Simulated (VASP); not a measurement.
Write the native input for VASP 6.6.1 that does the following.

- Task: relaxation of cell and atoms
- Functional: LDA
- Potentials or basis: VASP PAW LDA potentials, release 64 (Al, P)
- Cutoff: 600 eV
- k mesh: 8 × 8 × 8
- Occupations: gaussian, width 0.02 eV
- Spin: no spin polarisation
- Dipole correction: no
- Further INCAR settings: ALGO = Fast; EDIFF = 1e-06; IBRION = 2; EDIFFG = -0.005; NSW = 100; ISIF = 3

The structure of AlP lies in POSCAR:

```
AlP
1.0
    0.0000000000      2.7255000000      2.7255000000
    2.7255000000      0.0000000000      2.7255000000
    2.7255000000      2.7255000000      0.0000000000
Al P
1 1
Direct
    0.0000000000      0.0000000000      0.0000000000
    0.7500000000      0.7500000000      0.7500000000
```

The input as run:

INCAR

```
PREC = Accurate
ENCUT = 600
EDIFF = 1E-6
ISMEAR = 0
SIGMA = 0.02
LREAL = F
LASPH = T
NELM = 100
ALGO = Fast
ISIF = 3
LWAVE = F
LCHARG = F
IBRION = 2
NSW = 100
EDIFFG = -0.005
```

KPOINTS

```
Automatic mesh
0
Gamma
  8 8 8
```

Potentials or basis: VASP PAW LDA potentials, release 64 (Al, P).

Launch:

```bash
$ cat potpaw_LDA.64/Al/POTCAR potpaw_LDA.64/P/POTCAR > POTCAR
$ mpirun -np 1 vasp_std > vasp.out
```

It gave:

```json
{
 "Relaxed volume": "20.07 Å³/atom",
 "Relaxed cell": "a = 3.843 Å, b = 3.843 Å, c = 3.843 Å, α = 60.00°, β = 60.00°, γ = 60.00°",
 "Space group after relaxing (to 0.05 Å)": "F-43m (No. 216)",
 "Energy gained by relaxing": "0.4 meV/atom",
 "Ionic steps": "3",
 "Pressure after relaxing": "0.0 GPa",
 "Band gap on the k mesh": "1.42 eV, indirect (least direct gap 3.24 eV)"
}
```

Wall time 13 s on 1 thread of Intel(R) Xeon(R) Platinum 8259CL CPU @ 2.50GHz (Skylake/Cascade Lake), with other jobs on the host, peak memory 0.15 GiB.
